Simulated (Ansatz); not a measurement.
System: Cs (fcc type), 1 atom in the cell.

```
Cs
1.0
     0.00000    3.88200    3.88200
     3.88200    0.00000    3.88200
     3.88200    3.88200    0.00000
Cs
1
Direct
  0.00000 0.00000 0.00000
```

Code and potentials: Ansatz all-electron LAPW. Settings of the plain PBE run: k-mesh 4×4×4 Γ-centred; Fermi–Dirac smearing of 0.15 eV; no spin polarisation; no spin–orbit coupling.

Plain PBE gives:

```yaml
Pressure: 0.03 GPa
```

Q: What changes under PBE with spin–orbit coupling?

A: The pressure hardly changes and reads 0.02 GPa.

This cubic structure is a model: it isn't the usual form of the substance at ambient conditions, and such phases are metastable or hypothetical. The k-mesh is modest, so these values aren't fully converged in k.
